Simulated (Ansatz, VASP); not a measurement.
**K: VASP beside Ansatz**

```
K
1.0
     5.09859    0.00000    0.00000
    -2.54930    4.41551    0.00000
     0.00000    0.00000   16.96650
K
4
Cartesian
  0.0000 0.0000 0.0000
  0.0000 2.9437 4.2416
  0.0000 0.0000 8.4833
  2.5493 1.4718 12.7249
```

Alike in both runs: task single point; functional PBEsol; k mesh 6 × 6 × 1; occupations gaussian, width 0.1 eV; no spin polarisation.

|  | VASP | Ansatz |
| --- | --- | --- |
| version | VASP 6.6.1 | Ansatz 0.2.0 |
| potentials or method | VASP PAW PBE potentials, release 64 (K_sv) | scalar-relativistic, plane waves, PAW |
| plane-wave cutoff (eV) | 520 | 420 |
| valence electrons in the cell | 36 | 36 |

```tsv
	VASP	Ansatz	Ansatz less VASP
gap on the k mesh at the Fermi level (eV)	none	none	-
pressure (GPa)	-0.6	-0.6	+0.01
largest component of the traceless stress (GPa)	0.24	0.24	0.000
```

A gap of «none» marks a metal or a gap that the smearing closes. With one functional, cell and mesh, what is left measures potentials, basis and numerics.

Caveats: the k mesh is coarse (spacing up to 0.37 Å⁻¹), so the values aren't converged; the PAW data sets were made with another functional, which shifts forces and pressure a little (VASP).
